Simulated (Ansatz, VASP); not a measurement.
One calculation of Rb, two programs

The input INCAR:

```
SYSTEM = Rb
  PREC = Accurate
  ENCUT = 520
  EDIFF = 1E-6
  ISMEAR = 0
  SIGMA = 0.15
  LREAL = .FALSE.
  LASPH = .TRUE.
  NELM = 100
  ALGO = Fast
  ISIF = 2
  LWAVE = .FALSE.
  LCHARG = .TRUE.
  GGA = PE
  LELF = .TRUE.
  LVHAR = .TRUE.
  NBANDS = 10
```

Contents of KPOINTS:

```
regular mesh
0
G
  12 12 12
  0 0 0
```

POSCAR

```
Rb
1.0
   -2.6657000000      2.6657000000      2.9463000000
    2.6657000000     -2.6657000000      2.9463000000
    2.6657000000      2.6657000000     -2.9463000000
Rb
1
Direct
    0.0000000000      0.0000000000      0.0000000000
```

Input for Ansatz:

```yaml
crystal:
  lattice:
    - [-2.6657, 2.6657, 2.9463]
    - [2.6657, -2.6657, 2.9463]
    - [2.6657, 2.6657, -2.9463]
  atoms:
    - { symbol: Rb, position: [0.0, 0.0, 0.0] }
basis:
  ecutwfc: 420
kpoints:
  mp_grid: { grid: [12, 12, 12] }
hamiltonian:
  xc: pbe
scf:
  occupations: { method: gaussian, width: 0.15 }
output:
  forces: true
  stress: true
  eigenvalues: true
```

Change from the starting cell: strain -0.050 along x and y, +0.050 along z, atoms carried along.

Alike in both runs: task single point; functional PBE; k mesh 12 × 12 × 12; occupations gaussian, width 0.15 eV; no spin polarisation.

|  | VASP | Ansatz |
| --- | --- | --- |
| version | VASP 6.6.1 | Ansatz 0.2.0 |
| potentials or method | VASP PAW PBE potentials, release 64 (Rb_sv) | scalar-relativistic, plane waves, PAW |
| plane-wave cutoff (eV) | 520 | 420 |
| valence electrons in the cell | 9 | 9 |

```csv
,VASP,Ansatz,Ansatz less VASP
gap on the k mesh at the Fermi level (eV),none,none,-
pressure (GPa),0.3,0.3,0.00
```

A gap of «none» marks a metal or a gap that the smearing closes. With one functional, cell and mesh, what is left measures potentials, basis and numerics.
